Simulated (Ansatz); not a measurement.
HfO2, 3 atoms in the cell. It takes space group Fm-3m (No. 225, cubic). Conventional cell: a = 5.046 Å, b = 5.046 Å, c = 5.046 Å, α = 90.00°, β = 90.00°, γ = 90.00°. Hf (site symmetry m-3m) has 8 O at 2.18 Å as nearest neighbours. Around O (site symmetry -43m) lie 4 Hf at 2.18 Å. Measurements of this composition are mostly on another form, of space group No. 14. The cell isn't the ideal one: volume scaled by 0.96.

| Property | Result |
| --- | --- |
| Program | Ansatz 0.2.0 |
| Task | atomic charges |
| Functional | BLYP |
| Dispersion | D3(BJ)-ATM |
| Potentials or basis | PseudoDojo standard (PBEsol files) |
| Cutoff | 1143 eV |
| Density cutoff | 4572 eV |
| k mesh | 9 × 9 × 9 |
| Occupations | fermi-dirac, width 0.15 eV |
| Spin | no spin polarisation |

Potentials or basis: PseudoDojo standard (PBEsol files).

Launch:

```bash
$ ansatz run input.yaml --threads 2 --pin off --max-ram 5120MiB --backend cpu --events-out ev --progress --plain --runs-dir out
```

Hardware: 2 threads of Arm Neoverse V2, on a shared host.

**Question.** Estimate the wall time of this run.

**Answer.** Wall time 3.6 s on 2 threads of Arm Neoverse V2, on a shared host, peak memory 0.35 GiB. Counts: scf iterations 8, plane waves 2741, k points 35, bands 17.
